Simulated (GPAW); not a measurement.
The system is Fe.

```
Fe
1.0
    -1.44300    1.44300    1.44300
     1.44300   -1.44300    1.44300
     1.44300    1.44300   -1.44300
Fe
1
Direct
  0.00000 0.00000 0.00000
```

```yaml
Program: GPAW 26.7.0
Task: single point
Functional: PBEsol
Potentials_or_basis: PAW data sets generated in the run's folder for this functional
Cutoff: 600 eV
Basis: pw
k_mesh: 13 × 13 × 13
Occupations: fermi-dirac, width 0.05 eV
Spin: collinear spin, ferromagnetic start
Starting_moments: "[3.0] μB"
```

On this cell: pressure -16.0 GPa; net moment 2.26 μB per cell; site moments Fe +2.29 μB; band gap on the k mesh none (metal or under the smearing width).

The same run follows on a disturbed copy (cell strained at random at fixed volume):

```xyz
1
Lattice="-1.4815 1.4342 1.4590 1.4675 -1.4310 1.4417 1.4535 1.4030 -1.4557" Properties=species:S:1:pos:R:3 pbc="T T T"
Fe   -0.0126   -0.0290   -0.0073
```

Question: What does the disturbed cell give?

Answer: The energy (extrapolated to zero smearing) moves by +3.0 meV/atom; pressure -15.8 GPa; net moment 2.26 μB per cell; site moments Fe +2.29 μB; band gap on the k mesh none (metal or under the smearing width).

Stress tensor (GPa, compression positive):
```
-16.88   1.45   0.62
  1.45 -14.24  -0.06
  0.62  -0.06 -16.28
```

Caveats: so large a pressure means that the cell lies far from this level's equilibrium, or that cutoff or potentials fall short (some runs).
